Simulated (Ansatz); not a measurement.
**In3Se: a line through an energy map**

Aim: follow the energy of In3Se (Pm-3m, No. 221; 4 atoms in the cell) along one coordinate, volume per atom, with the other held at c/a of the conventional cell = 0.923.

Program: Ansatz 0.2.0. Level of theory: DFT PBE+D3(BJ), scalar-relativistic, plane waves, PAW. These are calculated values, not measurements.

40 further runs of the same task are left out: 40 set aside as unsound or not needed. Runs told in other sessions of the task aren't counted.

## Step 1: The starting structure

The structure is cubic, space group Pm-3m (No. 221). The conventional cell has a = 4.701 Å, b = 4.701 Å, c = 4.701 Å, α = 90.00°, β = 90.00°, γ = 90.00°. In (site symmetry 4/mmm) is surrounded by 8 In at 3.32 Å and 4 Se at 3.32 Å. Se (site symmetry m-3m) is surrounded by 12 In at 3.32 Å.

As a file:

```
In Se
1.0
     4.70081    0.00000    0.00000
     0.00000    4.70081    0.00000
     0.00000    0.00000    4.70081
In Se
3 1
Direct
  0.00000 0.50000 0.50000
  0.50000 0.00000 0.50000
  0.50000 0.50000 0.00000
  0.00000 0.00000 0.00000
```

It goes back to an entry of the Materials Project, which need not be the stable form.

It is the result of an earlier relaxation at this level (volume 25.97 Å³/atom; gap on the mesh: none (metal)).

## Step 2: The scan

The energy is mapped over volume and the cell's shape.

The axes are (1) volume per atom: 9 values from 23.89 to 28.05 Å³; (2) c/a of the conventional cell: 9 values from 0.923 to 1.083.

Nothing else is relaxed (symmetry fixes all fractional coordinates). Energies count from the relaxed crystal. Points are written as (first, second).

## Step 3: Point (23.89 Å³, 0.923)

The input, input.yaml:

```yaml
crystal:
  lattice:
    - [4.6957352046, 0.0, 0.0]
    - [0.0, 4.6957352046, 0.0]
    - [0.0, 0.0, 4.3341635938]
  atoms:
    - { symbol: In, position: [0.0, 0.5, 0.5] }
    - { symbol: In, position: [0.5, 0.0, 0.5] }
    - { symbol: In, position: [0.5, 0.5, 0.0] }
    - { symbol: Se, position: [0.0, 0.0, 0.0] }
basis:
  ecutwfc: 420
kpoints:
  mp_grid: { grid: [10, 10, 10] }
hamiltonian:
  xc: pbe
  pseudopotentials: { kind: paw, azcp: { folder: soft_1 } }
  dispersion: d3bj
scf:
  occupations: { method: gaussian, width: 0.15 }
output:
  forces: true
  stress: true
  eigenvalues: true
```

Started as:

```sh
$ ansatz run input.yaml --threads 2 --pin off --max-ram 4096MiB --backend cpu --events-out ev --progress --plain --runs-dir out
```

Log, cut to the lines that bear on the results:

```text
Warning: RAYON_NUM_THREADS=2 ignored (pool sized by the plan → 2); use --threads N
[...]
Pseudopotentials: kind: paw
Pseudopotential: In, paw, valence charge 13, recommended cutoff 420 eV (normal), <dir>
Pseudopotential: Se, paw, valence charge 16, recommended cutoff 420 eV (normal), <dir>
Functional definition: PBE
[...]
Crystal: 4 atoms, lattice volume = 95.568 Å³
Basis set: ecut = 420 eV, 1863 PW (Γ), exchange–correlation on 64×64×60 points (8 copies of the dense FFT grid, shifted against one another)
Bands: 33, of which v1, the nominal top of the filled ones, is band 28 counted from 1 (27 counted from 0)
Symmetry: 16 space group operations
Space group: P4/mmm (ITA 123), of the structure as read, at distance tolerance 4.6e-5 Å
k-points: 126 of 1000
[...]
SCF iter   1: F=—  HF=-22265.869999 eV  |F-HF|=—  |Δ(HF+E_count)|=         —  Δρ=4.42e-2  dr2=5.11e0  ethr=3.10e-3  ⟨swp⟩=6.9  Hψ=16963  notcnv=0
[...]
SCF iter   9: F=-22264.557558 eV  HF=-22264.557558 eV  |F-HF|=3.32e-8  |Δ(HF+E_count)|=   1.43e-7  Δρ=5.02e-6  dr2=4.70e-8  ethr=1.82e-10  ⟨swp⟩=9.0  Hψ=19703  notcnv=0
[...]
SCF converged after 9 iterations
Free energy (F): -22264.557558 eV
[...]
E sigma→0 (E₀):  -22264.549792 eV
Entropy (-TS):   -0.015532 eV (-3.883 meV/atom)
Fermi energy:    10.974978 eV
[...]
--- Forces (eV/Å), atoms counted from 1 ---
  atom   1  In     0.00000000     0.00000000     0.00000000
  atom   2  In     0.00000000     0.00000000     0.00000000
  atom   3  In     0.00000000     0.00000000     0.00000000
  atom   4  Se    -0.00000000     0.00000000     0.00000000
[...]
--- Stress (GPa, compression-positive) ---
        3.944028       0.000000       0.000000
        0.000000       3.944028       0.000000
        0.000000       0.000000       4.224906
  P = ⅓ Tr σ = 4.0377 GPa (40.377 kbar)
--- Band table (eV; the first three rows and the last of 126) ---
[...]
```

Wall time 5.8 s (2 threads of Intel Xeon 6975P-C (Granite Rapids), shared host); peak memory 0.61 GiB.

On the map this point reads 25.2 meV/atom.

## Step 4: Point (24.41 Å³, 0.923)

input.yaml, as its differences from that of step 3:

```diff
@@ -2,5 +2,5 @@
   lattice:
-    - [4.6957352046, 0.0, 0.0]
-    - [0.0, 4.6957352046, 0.0]
-    - [0.0, 0.0, 4.3341635938]
+    - [4.7294933629, 0.0, 0.0]
+    - [0.0, 4.7294933629, 0.0]
+    - [0.0, 0.0, 4.3653223739]
   atoms:
```

Started as:

```sh
$ ansatz run input.yaml --threads 2 --pin off --max-ram 4096MiB --backend cpu --events-out ev --progress --plain --runs-dir out
```

Log, cut to the lines that bear on the results:

```text
Warning: RAYON_NUM_THREADS=2 ignored (pool sized by the plan → 2); use --threads N
[...]
[... 4 set-up lines as earlier in the session ...]
[...]
Crystal: 4 atoms, lattice volume = 97.644 Å³
Basis set: ecut = 420 eV, 1895 PW (Γ), exchange–correlation on 64×64×60 points (8 copies of the dense FFT grid, shifted against one another)
Bands: 33, of which v1, the nominal top of the filled ones, is band 28 counted from 1 (27 counted from 0)
[... 2 set-up lines as earlier in the session ...]
k-points: 126 of 1000
[...]
SCF iter   1: F=—  HF=-22265.907843 eV  |F-HF|=—  |Δ(HF+E_count)|=         —  Δρ=4.38e-2  dr2=5.16e0  ethr=3.10e-3  ⟨swp⟩=6.9  Hψ=16955  notcnv=0
[...]
SCF iter   9: F=-22264.601976 eV  HF=-22264.601976 eV  |F-HF|=1.78e-8  |Δ(HF+E_count)|=   1.12e-7  Δρ=4.84e-6  dr2=4.95e-8  ethr=1.82e-10  ⟨swp⟩=9.0  Hψ=18591  notcnv=0
[...]
SCF converged after 9 iterations
Free energy (F): -22264.601976 eV
[...]
E sigma→0 (E₀):  -22264.594247 eV
Entropy (-TS):   -0.015457 eV (-3.864 meV/atom)
Fermi energy:    10.645383 eV
[...]
--- Forces (eV/Å), atoms counted from 1 ---
  atom   1  In     0.00000000     0.00000000     0.00000000
  atom   2  In    -0.00000000    -0.00000000     0.00000000
  atom   3  In     0.00000000     0.00000000     0.00000000
  atom   4  Se     0.00000000     0.00000000     0.00000000
[...]
--- Stress (GPa, compression-positive) ---
        2.722045       0.000000       0.000000
        0.000000       2.722045       0.000000
        0.000000       0.000000       3.081109
  P = ⅓ Tr σ = 2.8417 GPa (28.417 kbar)
--- Band table (eV; the first three rows and the last of 126) ---
[...]
```

Run time: 5.6 s. Hardware: 2 threads of Intel Xeon 6975P-C (Granite Rapids), shared host; peak memory 0.61 GiB.

On the map this point reads 14.1 meV/atom.

## Step 5: Point (24.93 Å³, 0.923)

input.yaml, as its differences from that of step 4:

```diff
@@ -2,5 +2,5 @@
   lattice:
-    - [4.7294933629, 0.0, 0.0]
-    - [0.0, 4.7294933629, 0.0]
-    - [0.0, 0.0, 4.3653223739]
+    - [4.7627763628, 0.0, 0.0]
+    - [0.0, 4.7627763628, 0.0]
+    - [0.0, 0.0, 4.3960425829]
   atoms:
```

Started as:

```sh
$ ansatz run input.yaml --threads 2 --pin off --max-ram 4096MiB --backend cpu --events-out ev --progress --plain --runs-dir out
```

Log, cut to the lines that bear on the results:

```text
[...]
SCF converged after 9 iterations
Free energy (F): -22264.631779 eV
[...]
E sigma→0 (E₀):  -22264.624110 eV
Entropy (-TS):   -0.015339 eV (-3.835 meV/atom)
Fermi energy:    10.330294 eV
[...]
--- Forces (eV/Å), atoms counted from 1 ---
  atom   1  In     0.00000000     0.00000000     0.00000000
  atom   2  In     0.00000000    -0.00000000     0.00000000
  atom   3  In     0.00000000     0.00000000     0.00000000
  atom   4  Se    -0.00000000     0.00000000     0.00000000
[...]
--- Stress (GPa, compression-positive) ---
        1.638587       0.000000       0.000000
        0.000000       1.638587       0.000000
        0.000000       0.000000       2.057258
  P = ⅓ Tr σ = 1.7781 GPa (17.781 kbar)
--- Band table (eV; the first three rows and the last of 126) ---
[...]
```

Run time: 6 s. Hardware: 2 threads of Intel Xeon 6975P-C (Granite Rapids), shared host; peak memory 0.62 GiB.

Energy on the map's scale: 6.7 meV/atom.

## Step 6: Point (25.45 Å³, 0.923)

input.yaml, as its differences from that of step 5:

```diff
@@ -2,5 +2,5 @@
   lattice:
-    - [4.7627763628, 0.0, 0.0]
-    - [0.0, 4.7627763628, 0.0]
-    - [0.0, 0.0, 4.3960425829]
+    - [4.7956633919, 0.0, 0.0]
+    - [0.0, 4.7956633919, 0.0]
+    - [0.0, 0.0, 4.4263973107]
   atoms:
```

Started as:

```sh
$ ansatz run input.yaml --threads 2 --pin off --max-ram 4096MiB --backend cpu --events-out ev --progress --plain --runs-dir out
```

Log, cut to the lines that bear on the results:

```text
Warning: RAYON_NUM_THREADS=2 ignored (pool sized by the plan → 2); use --threads N
[...]
[... 4 set-up lines as earlier in the session ...]
[...]
Crystal: 4 atoms, lattice volume = 101.800 Å³
Basis set: ecut = 420 eV, 1995 PW (Γ), exchange–correlation on 72×72×60 points (8 copies of the dense FFT grid, shifted against one another)
Bands: 33, of which v1, the nominal top of the filled ones, is band 28 counted from 1 (27 counted from 0)
[... 1 set-up line as earlier in the session ...]
Space group: P4/mmm (ITA 123), of the structure as read, at distance tolerance 4.7e-5 Å
k-points: 126 of 1000
[...]
SCF iter   1: F=—  HF=-22265.939830 eV  |F-HF|=—  |Δ(HF+E_count)|=         —  Δρ=4.30e-2  dr2=5.25e0  ethr=3.10e-3  ⟨swp⟩=6.9  Hψ=16875  notcnv=0
[...]
SCF iter   9: F=-22264.648586 eV  HF=-22264.648586 eV  |F-HF|=1.76e-8  |Δ(HF+E_count)|=   1.81e-7  Δρ=4.62e-6  dr2=5.26e-8  ethr=1.82e-10  ⟨swp⟩=9.0  Hψ=19788  notcnv=0
[...]
SCF converged after 9 iterations
Free energy (F): -22264.648586 eV
[...]
E sigma→0 (E₀):  -22264.640975 eV
Entropy (-TS):   -0.015223 eV (-3.806 meV/atom)
Fermi energy:    10.028079 eV
[...]
--- Forces (eV/Å), atoms counted from 1 ---
  atom   1  In     0.00000000     0.00000000     0.00000000
  atom   2  In     0.00000000    -0.00000000    -0.00000000
  atom   3  In     0.00000000    -0.00000000    -0.00000000
  atom   4  Se     0.00000000     0.00000000     0.00000000
[...]
--- Stress (GPa, compression-positive) ---
        0.675483      -0.000000      -0.000000
       -0.000000       0.675483      -0.000000
       -0.000000      -0.000000       1.139357
  P = ⅓ Tr σ = 0.8301 GPa (8.301 kbar)
--- Band table (eV; the first three rows and the last of 126) ---
[...]
```

It took 6 s on 2 threads of Intel Xeon 6975P-C (Granite Rapids), shared host; peak memory 0.64 GiB.

On the map this point reads 2.5 meV/atom.

## Step 7: The run at (25.97 Å³, 0.923)

input.yaml, as its differences from that of step 6:

```diff
@@ -2,5 +2,5 @@
   lattice:
-    - [4.7956633919, 0.0, 0.0]
-    - [0.0, 4.7956633919, 0.0]
-    - [0.0, 0.0, 4.4263973107]
+    - [4.8280544235, 0.0, 0.0]
+    - [0.0, 4.8280544235, 0.0]
+    - [0.0, 0.0, 4.4562942329]
   atoms:
```

Started as:

```sh
$ ansatz run input.yaml --threads 2 --pin off --max-ram 4096MiB --backend cpu --events-out ev --progress --plain --runs-dir out
```

Log, cut to the lines that bear on the results:

```text
[...]
SCF converged after 9 iterations
Free energy (F): -22264.653791 eV
[...]
E sigma→0 (E₀):  -22264.646223 eV
Entropy (-TS):   -0.015136 eV (-3.784 meV/atom)
Fermi energy:    9.738890 eV
[...]
--- Forces (eV/Å), atoms counted from 1 ---
  atom   1  In     0.00000000    -0.00000000     0.00000000
  atom   2  In     0.00000000     0.00000000     0.00000000
  atom   3  In     0.00000000     0.00000000     0.00000000
  atom   4  Se     0.00000000     0.00000000     0.00000000
[...]
--- Stress (GPa, compression-positive) ---
       -0.177736       0.000000       0.000000
        0.000000      -0.177736       0.000000
        0.000000       0.000000       0.320491
  P = ⅓ Tr σ = -0.0117 GPa (-0.117 kbar)
--- Band table (eV; the first three rows and the last of 126) ---
[...]
```

It took 6.1 s on 2 threads of Intel Xeon 6975P-C (Granite Rapids), shared host; peak memory 0.64 GiB.

That is 1.2 meV/atom from the zero.

## Step 8: Grid point (26.49 Å³, 0.923)

input.yaml, as its differences from that of step 7:

```diff
@@ -2,5 +2,5 @@
   lattice:
-    - [4.8280544235, 0.0, 0.0]
-    - [0.0, 4.8280544235, 0.0]
-    - [0.0, 0.0, 4.4562942329]
+    - [4.8600561242, 0.0, 0.0]
+    - [0.0, 4.8600561242, 0.0]
+    - [0.0, 0.0, 4.4858318026]
   atoms:
@@ -24 +24,5 @@
   eigenvalues: true
+  write_density: true
+  write_potential: true
+  elf: true
+  volumetric_format: npy
```

Started as:

```sh
$ ansatz run input.yaml --threads 2 --pin off --max-ram 4096MiB --backend cpu --events-out ev --progress --plain --runs-dir out
```

Log:

```text
[... 35 lines left out ...]
SCF 1 converged in 9 iterations: F = -22264.648682 eV  dr2 = 6.88e-8
SCF converged after 9 iterations
Free energy (F): -22264.648682 eV
Harris-Foulkes:  -22264.648682 eV  (|F-HF|=3.11e-8)
Internal energy: -22264.633599 eV  (E = F + TS)
E sigma→0 (E₀):  -22264.641141 eV
Entropy (-TS):   -0.015084 eV (-3.771 meV/atom)
Fermi energy:    9.461104 eV
--- Per-component energies (eV) ---
  E_band       = -462.458700
  E_kinetic    = 755.940047
  E_local      = -5685.798420  (includes V_loc(G=0)·N_el)
  E_nonlocal   = 626.076320
  E_hartree    = 2601.820939
  E_xc         = -516.967646
  E_vxc        = -361.334452  (∫ρ·V_xc dr)
  E_paw        = -14745.996313  (= ΣΔE_a)
  E_vpaw       = -1000.980994  (= ΣTr[D̂ρ^β])
  E_aug_tail   = 0.000044  (compensation charges beyond the density's cutoff)
  E_ewald      = -5298.374944
  E_disp       = -1.333627  (pairwise vdW)
  E_smearing   = -0.015084  (= −TS)
  E_closure    = -0.000000  (closes the sum)
  Σ components = -22264.648682   (vs F -22264.648682, Δ=0.00e0)
--- Forces (eV/Å), atoms counted from 1 ---
  atom   1  In     0.00000000     0.00000000     0.00000000
  atom   2  In     0.00000000    -0.00000000    -0.00000000
  atom   3  In     0.00000000    -0.00000000    -0.00000000
  atom   4  Se     0.00000000     0.00000000     0.00000000
  max |Σ_I F_I| component: 1.58e-28 eV/Å
--- Stress (GPa, compression-positive) ---
       -0.936000      -0.000000      -0.000000
       -0.000000      -0.936000      -0.000000
       -0.000000      -0.000000      -0.411385
  P = ⅓ Tr σ = -0.7611 GPa (-7.611 kbar)
--- Band table (eV; the first three rows and the last of 126) ---
  k-point 0: bands = ["-38.1507", "-38.1505", "-38.1440", "-38.1440", "-38.1415", "-5.3547", "-5.3547", "-5.3477", "-5.2900", "-5.2381", "-5.1603", "-5.0681", "-5.0317", "-5.0317", "-4.9716", "-4.9599", "-4.9095", "-4.8766", "-4.8435", "-4.8435", "-3.4427", "2.2304", "5.8970", "5.8970", "6.4504", "6.9208", "7.8330", "10.5054", "10.5054", "10.8681", "13.8749", "13.8749", "13.9998"]
  k-point 1: bands = ["-38.1507", "-38.1505", "-38.1440", "-38.1440", "-38.1415", "-5.3442", "-5.3442", "-5.3362", "-5.2866", "-5.2311", "-5.1584", "-5.0715", "-5.0332", "-5.0332", "-4.9709", "-4.9660", "-4.9147", "-4.8766", "-4.8575", "-4.8575", "-3.4207", "2.2178", "5.9681", "5.9681", "5.9716", "6.9738", "8.3331", "10.4845", "10.4845", "10.7478", "13.4345", "13.5075", "13.5075"]
  k-point 2: bands = ["-38.1507", "-38.1505", "-38.1440", "-38.1440", "-38.1415", "-5.3135", "-5.3135", "-5.3035", "-5.2769", "-5.2116", "-5.1533", "-5.0810", "-5.0376", "-5.0376", "-4.9849", "-4.9692", "-4.9293", "-4.8969", "-4.8969", "-4.8766", "-3.3606", "2.1732", "5.2883", "6.1720", "6.1720", "7.1269", "8.8107", "10.3525", "10.3525", "10.8636", "12.4286", "12.9636", "12.9636"]
  k-point 125: bands = ["-38.1507", "-38.1505", "-38.1440", "-38.1440", "-38.1414", "-5.3500", "-5.2677", "-5.2677", "-5.2616", "-5.1940", "-5.1526", "-5.1526", "-5.0530", "-5.0177", "-5.0003", "-4.9878", "-4.9878", "-4.9002", "-4.9002", "-4.8787", "-2.7495", "5.0736", "5.1405", "5.1643", "5.1643", "5.1644", "5.1644", "6.1487", "12.2972", "12.2972", "13.2530", "17.0808", "17.4974"]
```

It took 8.3 s on 2 threads of Intel Xeon 6975P-C (Granite Rapids), shared host; peak memory 0.6 GiB.

Density in a lattice plane of the grid's cell (edges 4.86 and 4.49 Å, at 0.000 of the third edge), which holds In and Se.

Values in e/Å³, 12 rows by 12 columns:
```
14.51  3.47  0.70  0.25  0.10  0.06  0.05  0.06  0.10  0.25  0.70  3.47
 1.20  0.81  0.41  0.18  0.10  0.10  0.10  0.10  0.10  0.18  0.41  0.81
 0.37  0.31  0.19  0.13  0.15  0.24  0.30  0.24  0.15  0.13  0.19  0.31
 0.13  0.12  0.11  0.14  0.34  1.12  1.91  1.12  0.34  0.14  0.11  0.12
 0.05  0.06  0.08  0.19  0.90  4.21  6.70  4.21  0.90  0.19  0.08  0.06
 0.04  0.04  0.07  0.22  1.38  6.25 10.03  6.25  1.38  0.22  0.07  0.04
 0.05  0.06  0.08  0.19  0.90  4.21  6.70  4.21  0.90  0.19  0.08  0.06
 0.13  0.12  0.11  0.14  0.34  1.12  1.91  1.12  0.34  0.14  0.11  0.12
 0.37  0.31  0.19  0.13  0.15  0.24  0.30  0.24  0.15  0.13  0.19  0.31
 1.20  0.81  0.41  0.18  0.10  0.10  0.10  0.10  0.10  0.18  0.41  0.81
14.51  3.47  0.70  0.25  0.10  0.06  0.05  0.06  0.10  0.25  0.70  3.47
64.62 11.36  0.87  0.28  0.09  0.05  0.04  0.05  0.09  0.28  0.87 11.36
```
Columns run along the first of these edges and rows up along the second, over one cell in 12 and 12 even steps from the bottom left corner. Atoms in the plane (fractional): In at (0.50, 0.50), Se at (0.00, 0.00).

ELF in the same plane.

Ten even steps from ' ' (0.01) to '@' (0.78):
```
::--**@@@@@@%%**--....      ....--**%%@@@@@@**--
**##%%@@@@@@##==::..............::==##@@@@@@%%##
@@@@@@@@@@%%++--::::::::::::::::::--++%%@@@@@@@@
@@@@@@@@##++--::::::::------::::::::--++##@@@@@@
%%%%##**==--::::::::----------::::::::--==**##%%
++++==--::::::::------------------::::::::--==++
::::......::::------::..  ..::------::::......::
      ....::::----::          ::----::::....    
        ..::------::          ::------::..      
      ....::::----::          ::----::::....    
::::......::::------::..  ..::------::::......::
++++==--::::::::------------------::::::::--==++
%%%%##**==--::::::::----------::::::::--==**##%%
@@@@@@@@##++--::::::::------::::::::--++##@@@@@@
@@@@@@@@@@%%++--::::::::::::::::::--++%%@@@@@@@@
**##%%@@@@@@##==::..............::==##@@@@@@%%##
::--**@@@@@@%%**--....      ....--**%%@@@@@@**--
  ..==%%@@@@%%**--..          ..--**%%@@@@%%==..
```
Columns run along the first of these edges and rows up along the second, over one cell in 24 and 18 even steps from the bottom left corner. Atoms in the plane (fractional): In at (0.50, 0.50), Se at (0.00, 0.00).

Both are smooth fields of the valence electrons: close to the nuclei they are not physical.

The highest ELF values outside the cores: 0.79 in the shell around Se, 0.9 Å from Se.

Energy on the map's scale: 2.5 meV/atom.

## Step 9: Changing settings: mp_grid.grid [3, 3, 3], ecutwfc left out

input.yaml, as its differences from that of step 8:

```diff
@@ -10,6 +10,4 @@
     - { symbol: Se, position: [0.0, 0.0, 0.0] }
-basis:
-  ecutwfc: 420
 kpoints:
-  mp_grid: { grid: [10, 10, 10] }
+  mp_grid: { grid: [3, 3, 3] }
 hamiltonian:
@@ -22,7 +20,3 @@
   forces: true
+  eigenvalues: true
   stress: true
-  eigenvalues: true
-  write_density: true
-  write_potential: true
-  elf: true
-  volumetric_format: npy
```

Started as:

```sh
$ ansatz run input.yaml --threads 2 --pin off --max-ram 4096MiB --backend cpu --events-out ev --progress --plain --runs-dir out
```

Log, cut to the lines that bear on the results:

```text
Warning: RAYON_NUM_THREADS=2 ignored (pool sized by the plan → 2); use --threads N
[...]
[... 4 set-up lines as earlier in the session ...]
[...]
Crystal: 4 atoms, lattice volume = 105.956 Å³
Basis set: ecut = 420 eV, 2051 PW (Γ), exchange–correlation on 72×72×60 points (8 copies of the dense FFT grid, shifted against one another)
Bands: 33, of which v1, the nominal top of the filled ones, is band 28 counted from 1 (27 counted from 0)
[... 2 set-up lines as earlier in the session ...]
k-points: 6 of 27
[...]
SCF iter   1: F=—  HF=-22265.680118 eV  |F-HF|=—  |Δ(HF+E_count)|=         —  Δρ=4.27e-2  dr2=5.51e0  ethr=3.10e-3  ⟨swp⟩=6.0  Hψ=769  notcnv=0
[...]
SCF iter   8: F=-22264.473943 eV  HF=-22264.473943 eV  |F-HF|=2.00e-8  |Δ(HF+E_count)|=   4.49e-7  Δρ=5.71e-6  dr2=5.57e-8  ethr=1.82e-10  ⟨swp⟩=9.0  Hψ=921  notcnv=0
[...]
SCF converged after 8 iterations
Free energy (F): -22264.473943 eV
[...]
E sigma→0 (E₀):  -22264.464157 eV
Entropy (-TS):   -0.019572 eV (-4.893 meV/atom)
Fermi energy:    9.680898 eV
[...]
--- Forces (eV/Å), atoms counted from 1 ---
  atom   1  In     0.00000000     0.00000000     0.00000000
  atom   2  In    -0.00000000    -0.00000000    -0.00000000
  atom   3  In     0.00000000    -0.00000000    -0.00000000
  atom   4  Se     0.00000000     0.00000000     0.00000000
[...]
--- Stress (GPa, compression-positive) ---
        0.669707      -0.000000      -0.000000
       -0.000000       0.669707      -0.000000
       -0.000000      -0.000000      -1.762968
  P = ⅓ Tr σ = -0.1412 GPa (-1.412 kbar)
--- Band table (eV; the first three rows and the last of 6) ---
[...]
```

It took 0.6 s on 2 threads of Intel Xeon 6975P-C (Granite Rapids), shared host; peak memory 0.39 GiB.

| run | ending | energy change | pressure (GPa) | gap (eV) | force (eV/Å) | cycles | time |
| --- | --- | --- | --- | --- | --- | --- | --- |
| step 8 | converged | 0 | -0.8 | 0.00 | 0.00 | 9 | 8.3 s |
| variant | converged | +43.7 meV/atom | -0.1 | 0.00 | 0.00 | 8 | 0.6 s |

Changing the k-point mesh moves the energy by +43.7 meV/atom, and the pressure goes from -0.8 to -0.1 GPa. Sampling errors of the energy have no fixed sign. The variant is not converged in its settings.

[end of part 1 of 2]
